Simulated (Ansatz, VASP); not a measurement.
Given: the input of a run of Ansatz 0.2.0 on PbSe (Clausthalite).

input.yaml

```yaml
crystal:
  lattice:
    - [0.0, 3.0192847941, 3.0192847941]
    - [3.0192847941, 0.0, 3.0192847941]
    - [3.0192847941, 3.0192847941, 0.0]
  atoms:
    - { symbol: Pb, position: [0.0, 0.0, 0.0] }
    - { symbol: Se, position: [0.5, 0.5, 0.5] }
hamiltonian:
  xc: pbe
  pseudopotentials: { kind: paw, azcp: { folder: soft_1 } }
kpoints:
  mp_grid: { grid: [8, 8, 8] }
scf:
  occupations: { method: fermi_dirac, width: 0.05 }
output:
  forces: true
  stress: true
  eigenvalues: true
```

Potentials or basis: Ansatz PAW soft_1.

Command:

```sh
$ ansatz run input.yaml --threads 1 --pin off --max-ram 3584MiB --backend cpu --events-out ev --progress --plain --runs-dir out
```

Q: Translate it to VASP 6.6.1. Potentials there: VASP PAW PBE potentials, release 64 (Pb_d, Se).

A: As run (the cutoff follows the program's own potentials):

Contents of INCAR:

```
PREC = Accurate ; ENCUT = 520
EDIFF = 1E-7 ; ISMEAR = -1
SIGMA = 0.05 ; LREAL = F
LASPH = T ; NELM = 80
ALGO = Normal ; ISIF = 2
LWAVE = F ; LCHARG = F
GGA = PE ; NBANDS = 17
```

File KPOINTS:

```
Automatic mesh
0
Gamma
  8 8 8
```

Contents of POSCAR:

```
PbSe
1.0
    0.0000000000      3.0192847941      3.0192847941
    3.0192847941      0.0000000000      3.0192847941
    3.0192847941      3.0192847941      0.0000000000
Pb Se
1 1
Direct
    0.0000000000      0.0000000000      0.0000000000
    0.5000000000      0.5000000000      0.5000000000
```

Potentials or basis: VASP PAW PBE potentials, release 64 (Pb_d, Se).

Run with:

```console
$ cat potpaw_PBE.64/Pb_d/POTCAR potpaw_PBE.64/Se/POTCAR > POTCAR
$ mpirun -np 1 vasp_std > vasp.out
```

Both were run:

|  | VASP | Ansatz | Ansatz less VASP |
| --- | --- | --- | --- |
| gap on the k mesh at the Fermi level (eV) | 0.15 | 0.15 | +0.003 |
| least direct gap on the mesh (eV) | 0.15 | 0.15 | +0.003 |
| pressure (GPa) | 4.9 | 4.9 | +0.01 |

The two sets of potentials don't hold the same shells in valence.

Caveats: spin-orbit coupling is left out, which as a rule narrows the gap of such compounds by several tenths of an eV.
